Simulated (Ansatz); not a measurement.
# Bare NaCl nanocube (64 atoms): geometry optimisation, part 2 of 2

Aim: bring bare NaCl nanocube (64 atoms) to a nearby minimum of the energy and see what moves.

Ansatz 0.2.0; Kohn-Sham DFT, PBEsol, PAW (set soft_2), plane waves.

So far. Step 3 (Relaxation): The relaxation changed the energy by -11.9 meV/atom, and atoms moved by 0.098 Å r.m.s., 0.15 Å at most.

## 5. Single point at the relaxed geometry

The electronic structure is read at the final geometry, in a run of its own.

input.yaml reads:

```yaml
crystal:
  lattice:
    - [18.46, 0.0, 0.0]
    - [0.0, 18.46, 0.0]
    - [0.0, 0.0, 18.46]
  atoms:
    - { symbol: Cl, position: [0.27951, 0.27951, 0.27951] }
    - { symbol: Cl, position: [0.27433, 0.27433, 0.57126] }
    - { symbol: Na, position: [0.28139, 0.28139, 0.42385] }
    - { symbol: Na, position: [0.28806, 0.28806, 0.71194] }
    [... 54 atom lines left out ...]
    - { symbol: Na, position: [0.71861, 0.42385, 0.71861] }
    - { symbol: Cl, position: [0.72567, 0.57126, 0.72567] }
    - { symbol: Cl, position: [0.72049, 0.72049, 0.27951] }
    - { symbol: Na, position: [0.71861, 0.71861, 0.42385] }
    - { symbol: Cl, position: [0.72567, 0.72567, 0.57126] }
    - { symbol: Na, position: [0.71194, 0.71194, 0.71194] }
kpoints:
  mp_grid: { grid: [1, 1, 1] }
hamiltonian:
  xc: pbesol
scf:
  occupations: { method: fixed }
output:
  forces: true
  populations: true
  dos:
    method: { smearing: { sigma: 0.15 } }
    de: 0.1
    projected: { site_lists: { Cl: [Cl], Na: [Na] } }
  eigenvalues: true
  write_density: true
  write_potential: true
  volumetric_format: npy
```

The run is started by

```console
$ ansatz run input.yaml --threads 4 --pin off --max-ram 8192MiB --backend cpu --events-out ev --progress --plain --runs-dir out
```

Numbers of over 12 decimals in the logs are rounded to 6 here.

What it wrote:

```text
[...]
Crystal: 64 atoms, lattice volume = 6290.644 Å³
Basis set: ecut = 420 eV, 122969 PW (Γ), exchange–correlation on 250×250×250 points (8 copies of the dense FFT grid, shifted against one another)
Bands: 320, of which v1, the nominal top of the filled ones, is band 256 counted from 1 (255 counted from 0)
Symmetry: 24 space group operations
[...]
k-points: 1
[...]
SCF iter   1: F=—  HF=-81279.858132 eV  |F-HF|=—  |Δ(HF+E_count)|=         —  Δρ=1.70e-3  dr2=3.33e-1  ethr=1.77e-3  ⟨swp⟩=5.0  Hψ=963  notcnv=0  defer=60
[...]
SCF iter   8: F=-81279.776006 eV  HF=-81279.776006 eV  |F-HF|=5.24e-9  |Δ(HF+E_count)|=   1.99e-8  Δρ=4.45e-7  dr2=1.58e-8  ethr=1.95e-11  ⟨swp⟩=26.0  Hψ=3158  notcnv=0
SCF 1 converged in 8 iterations: F = -81279.776006 eV  dr2 = 1.58e-8
[...]
WARN: The output density's exchange-correlation potential varies sharply where the density is thin. Do not read a vacuum level from v_tot or v_xc, or from such a field of the output density. On a cell that repeats whose density bears no net charge and no dipole along the vacuum's axis use v_es (v_loc + v_h of the components); [...]
SCF converged after 8 iterations
Free energy (F): -81279.776006 eV
[...]
Internal energy: -81279.776006 eV  (E = F + TS)
E sigma→0 (E₀):  -81279.776006 eV
Fermi energy:    -4.560567 eV
[...]
--- Forces (eV/Å), atoms counted from 1 ---
  atom   1  Cl     0.01856913     0.01856913     0.01856913
  atom   2  Cl    -0.00616566    -0.00616566     0.02115119
  atom   3  Na     0.00153161     0.00153161    -0.02365262
  atom   4  Na     0.01789661     0.01789661    -0.01789661
  atom   5  Cl    -0.00616566     0.02115119    -0.00616566
  atom   6  Na     0.00153161    -0.02365262     0.00153161
  atom   7  Cl    -0.01293620    -0.00125636    -0.00125636
  atom   8  Cl    -0.01293620     0.00125636     0.00125636
  atom   9  Na     0.01025400     0.00482336    -0.00482336
  atom  10  Na     0.01025400    -0.00482336     0.00482336
  atom  11  Cl    -0.00616566    -0.02115119     0.00616566
  atom  12  Na     0.00153161     0.02365262    -0.00153161
  atom  13  Na     0.01789661    -0.01789661     0.01789661
  atom  14  Cl    -0.00616566     0.00616566    -0.02115119
[...]
atom  63  Cl     0.00616566     0.00616566     0.02115119
  atom  64  Na    -0.01789661    -0.01789661    -0.01789661
  max |Σ_I F_I| component: 2.08e-17 eV/Å
--- Band table (eV) ---
[...]
--- Löwdin populations: 64 sites ---
  site symbol       q [e]
     0     Cl      7.7254
     1     Cl      7.7078
     2     Na      8.2401
[...]
63     Na      8.2036
  spilling = 0.002748 (of n_electrons = 512.000000)
```

Run time: 30 s. Hardware: 4 threads of Intel Xeon 6975P-C (Granite Rapids), shared host; peak memory 5.7 GiB; 1.9 min of CPU time.

The program notes that the exchange-correlation potential is rough where the density is thin.

The run gave:

```yaml
free_energy: -81279.7760 eV
free_energy_per_atom: -1269.9965 eV/atom
scf_cycles: 8
r_m_s_force_component: 0.01178 eV/Å
longest_force: 0.03216 eV/Å
fermi_energy: -4.561 eV
spacing_of_highest_filled_and_lowest_empty_level: 4.809 eV
spilling_of_the_projection: 0.002748
```

Löwdin charges by element and coordination (they lack the spilled electrons, 0.022 e an atom on average):

```csv
element,coordination,atoms,mean charge (e),spread,least,most
Cl,all,32,-0.696,0.0183,-0.725,-0.663
Cl,3,4,-0.725,0,-0.725,-0.725
Cl,4,12,-0.708,0,-0.708,-0.708
Cl,5,12,-0.686,0,-0.686,-0.686
Cl,6,4,-0.663,0,-0.663,-0.663
Na,all,32,0.740,0.0334,0.680,0.796
Na,3,4,0.796,0,0.796,0.796
Na,4,12,0.760,0,0.760,0.760
Na,5,12,0.722,0,0.722,0.722
Na,6,4,0.680,0,0.680,0.680
```

Density of states as counts of states in windows of 1 eV (from the Fermi level), total and the larger projections:

```csv
from (eV),to (eV),total,Cl p,Cl s
-14,-13,0.2,0.0,0.2
-13,-12,56.0,0.0,52.9
-12,-11,7.8,0.0,7.5
-11,-3,0.0,0.0,0.0
-3,-2,3.5,3.1,0.0
-2,-1,71.2,66.3,0.3
-1,0,113.2,111.4,0.1
0,1,4.1,4.0,0.0
1,4,0.0,0.0,0.0
4,5,2.1,0.0,0.3
```

With fixed occupations the program's Fermi level is the highest filled level; weight inside the gap is the broadening of levels at its edges.

Between -26 and -14 eV lie 192 more states.

The stored curve holds about 448 of the 512 electrons; the rest, give or take the few that broadening carries across the Fermi level, lie in deeper levels below its range.

The levels nearest the highest filled one (over half full), pooled over k-points and spins:

```csv
level less the highest filled one (eV),occupation
-0.170,2
-0.170,2
-0.0917,2
0,2
0,2
0,2
4.81,0
5.19,0
5.19,0
5.19,0
5.68,0
5.68,0
```

Valence density in the ac plane at fractional y = 0.280, with atoms of Cl and Na within 0.2 Å of it. It is the smooth field of the valence electrons, not physical close to the nuclei.

Values in units of 1e0 e/Å³, 13 rows by 16 columns, each cell a mean:
```
0.0 0.0 0.0 0.0 0.0 0.0 0.0 0.0 0.0 0.0 0.0 0.0 0.0 0.0 0.0 0.0
0.0 0.0 0.0 0.0 0.0 0.0 0.0 0.0 0.0 0.0 0.0 0.0 0.0 0.0 0.0 0.0
0.0 0.0 0.0 0.0 0.0 0.0 0.2 0.2 0.0 0.0 0.0 0.2 0.1 0.0 0.0 0.0
0.0 0.0 0.0 0.0 5.0 0.6 1.1 1.0 0.8 5.8 0.3 1.3 0.6 0.0 0.0 0.0
0.0 0.0 0.0 0.1 0.5 0.1 0.3 0.2 0.1 0.4 0.1 0.4 0.1 0.0 0.0 0.0
0.0 0.0 0.0 0.4 1.4 0.4 4.5 2.1 0.8 1.3 0.2 6.3 0.3 0.0 0.0 0.0
0.0 0.0 0.0 0.1 0.4 0.1 0.3 0.3 0.1 0.3 0.1 0.4 0.2 0.0 0.0 0.0
0.0 0.0 0.0 0.1 6.3 0.4 1.1 1.0 0.8 5.7 0.2 1.2 0.7 0.0 0.0 0.0
0.0 0.0 0.0 0.1 0.6 0.2 0.6 0.3 0.2 0.4 0.1 1.2 0.1 0.0 0.0 0.0
0.0 0.0 0.0 0.3 1.2 0.5 4.3 1.9 0.8 1.2 0.3 4.7 0.1 0.0 0.0 0.0
0.0 0.0 0.0 0.0 0.1 0.0 0.0 0.0 0.1 0.1 0.0 0.0 0.0 0.0 0.0 0.0
0.0 0.0 0.0 0.0 0.0 0.0 0.0 0.0 0.0 0.0 0.0 0.0 0.0 0.0 0.0 0.0
0.0 0.0 0.0 0.0 0.0 0.0 0.0 0.0 0.0 0.0 0.0 0.0 0.0 0.0 0.0 0.0
```
Columns run along a (18.5 Å), rows up along c (18.5 Å). Atoms in or near the plane, at fractional coordinates: Cl at (0.28, 0.28), Cl at (0.27, 0.57), Na at (0.28, 0.42), Na at (0.29, 0.71), Na at (0.42, 0.28), Cl at (0.57, 0.27), Na at (0.42, 0.58), Cl at (0.57, 0.57), Na at (0.58, 0.42), Cl at (0.43, 0.43), Na at (0.58, 0.72), Cl at (0.43, 0.73), Na at (0.71, 0.29), Na at (0.72, 0.58) and more.

Electrostatic potential energy in the ac plane at fractional y = 0.280, with atoms of Cl and Na within 0.2 Å of it. With pseudopotentials it is smooth inside the atoms' cores, unlike the true potential.

Values in eV, 13 rows by 16 columns, each cell a mean:
```
  2   2   2   2   2   2   2   2   2   2   2   2   2   2   2   2
  2   2   1   1   1   2   2   2   2   2   2   2   2   2   2   2
  2   2   1   0  -1   0   0   0   0  -1   1   1   2   2   2   2
  2   1   1  -2 -30  -8 -28 -23  -9 -32  -3 -40  -8   2   2   2
  2   2   2   0  -8  -1  -3  -2  -1  -5   0  -6   0   2   2   2
  2   2   2  -5 -41  -5 -25 -16 -14 -35  -3 -34  -6   1   2   2
  2   2   2   0  -5   0  -5  -3  -1  -4   0  -7  -1   2   2   2
  2   2   1  -3 -34  -5 -27 -21  -9 -31  -2 -36 -11   2   2   2
  2   2   2   1 -10  -1  -6  -3  -2  -6  -1 -11  -1   1   2   2
  2   2   2  -2 -36  -6 -23 -14 -15 -33  -4 -28  -4   1   1   2
  2   2   2   2   2   2   0   0   2   1   1   0   0   1   1   2
  2   2   2   2   2   2   2   2   2   2   2   1   1   1   2   2
  2   2   2   2   2   2   2   2   2   2   2   2   2   2   2   2
```
Columns run along a (18.5 Å; values clipped at the 3rd and 97th percentile), rows up along c (18.5 Å). Atoms in or near the plane, at fractional coordinates: Cl at (0.28, 0.28), Cl at (0.27, 0.57), Na at (0.28, 0.42), Na at (0.29, 0.71), Na at (0.42, 0.28), Cl at (0.57, 0.27), Na at (0.42, 0.58), Cl at (0.57, 0.57), Na at (0.58, 0.42), Cl at (0.43, 0.43), Na at (0.58, 0.72), Cl at (0.43, 0.73), Na at (0.71, 0.29), Na at (0.72, 0.58) and more.

Mean Löwdin charges: Cl -0.70, Na +0.74 e.

A closer look about Na23, picked at random: 15 atoms, nearest first, numbered in the order of the input, with positions taken from that point.

```csv
atom,x,y,z,distance (Å),bonds,Löwdin charge (e)
Na23,0.00,0.00,0.00,0.00,4,0.76
Cl52,2.66,-0.03,0.03,2.66,3,-0.73
Cl20,-0.07,-0.19,-2.70,2.71,5,-0.69
Cl38,-0.07,2.70,0.19,2.71,5,-0.69
Cl24,-2.72,-0.13,0.13,2.73,4,-0.71
Na50,2.63,0.00,-2.63,3.72,4,0.76
Na59,2.63,2.63,0.00,3.72,4,0.76
Na33,0.00,2.63,-2.63,3.72,6,0.68
Na19,-2.80,-0.09,-2.64,3.85,5,0.72
Na37,-2.80,2.64,0.09,3.85,5,0.72
Cl34,-2.78,2.66,-2.66,4.68,6,-0.66
Cl57,2.82,2.70,-2.70,4.74,5,-0.69
Na4,-5.32,0.12,-0.12,5.32,3,0.80
Na21,-0.01,-0.09,-5.43,5.43,5,0.72
Na39,-0.01,5.43,0.09,5.43,5,0.72
```

The column of bonds counts only the pairs Cl-Na within 3.23 Å; other neighbours, such as metal atoms beside each other in a compound, aren't counted, and periodic images can show an atom twice.

## 6. Outcome

```yaml
energy_change_in_the_relaxation: -11.91 meV/atom
r_m_s_displacement: 0.098 Å
largest_displacement: 0.146 Å
free_energy_per_atom: -1269.9965 eV/atom
r_m_s_force_component: 0.01178 eV/Å
spacing_of_highest_filled_and_lowest_empty_level: 4.809 eV
wall_time_of_the_3_dft_runs: 1.7 min
```

In words: Relaxation lowers the energy by 11.9 meV/atom and moves atoms by 0.098 Å r.m.s.; the r.m.s. force component goes from 0.16 to 0.012 eV/Å, and the gap from 4.53 to 4.81 eV. By the final cutoffs no bond was broken or made. First to last step the energy falls by 0.762 eV; the largest move, 0.15 Å, is that of Na4, with 3 other atoms within 2 % of it. The Cl-Na bonds go from 2.775 Å (spread 0.080) to 2.733 Å (spread 0.052). With the cutoffs above, 38 % of Cl atoms have 4 and as many 5 and 38 % of Na atoms have 4 and as many 5 bonded neighbours. The highest filled and lowest empty levels differ by 4.81 eV (at Γ alone); a semilocal functional tends to put such gaps too low.

Caveats: The name gives the shape as built, which the classical minimisation can have changed.

[Logs are printed without paths, hosts, clocks, repeated set-up lines and the standing remarks that a program may print on its own settings, such as how far it seeks lower states.]

[Hosts, paths, dates, database ids (printed as entryN), source tags and the programs' standing remarks are cut or masked in the printed files.]
